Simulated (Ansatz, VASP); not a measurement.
**Y in VASP and in Ansatz**

The input INCAR:

```
SYSTEM = Y
ALGO = Normal ; EDIFF = 1E-7
ENCUT = 520 ; GGA = PE
ISIF = 2 ; ISMEAR = -1
LASPH = .TRUE. ; LCHARG = .FALSE.
LREAL = .FALSE. ; LWAVE = .FALSE.
NBANDS = 12 ; NELM = 60
PREC = Accurate ; SIGMA = 0.08
```

Contents of KPOINTS:

```
k-points
0
G
  13 13 13
  0 0 0
```

File POSCAR:

```
Y
1.0
   -1.8449671978      1.8449671978      1.8449671978
    1.8449671978     -1.8449671978      1.8449671978
    1.8449671978      1.8449671978     -1.8449671978
Y
1
Direct
    0.0000000000      0.0000000000      0.0000000000
```

Input for Ansatz:

```yaml
crystal:
  lattice:
    - [-1.8449671978, 1.8449671978, 1.8449671978]
    - [1.8449671978, -1.8449671978, 1.8449671978]
    - [1.8449671978, 1.8449671978, -1.8449671978]
  atoms:
    - { symbol: "Y", position: [0.0, 0.0, 0.0] }
kpoints:
  mp_grid: { grid: [13, 13, 13] }
scf:
  occupations: { method: fermi_dirac, width: 0.08 }
hamiltonian:
  xc: pbe
  pseudopotentials: { kind: all_electron, lapw: { basis_error: 0.001 } }
output:
  forces: true
  stress: true
  eigenvalues: true
  populations: true
```

Change from the starting cell: volume scaled by 0.76, LAPW.

Alike in both runs: task single point; functional PBE; k mesh 13 × 13 × 13; occupations fermi-dirac, width 0.08 eV; no spin polarisation.

|  | VASP | Ansatz |
| --- | --- | --- |
| version | VASP 6.6.1 | Ansatz 0.2.0 |
| potentials or method | VASP PAW PBE potentials, release 64 (Y_sv) | all-electron LAPW, scalar-relativistic |
| plane-wave cutoff (eV) | 520 | see its input |

|  | VASP | Ansatz | Ansatz less VASP |
| --- | --- | --- | --- |
| pressure (GPa) | 15.6 | 15.8 | +0.25 |

Ansatz ran all-electron here, so the differences hold the error of VASP's frozen core and of both bases.

Caveats: so large a pressure means that the cell lies far from this level's equilibrium, or that cutoff or potentials fall short (VASP).
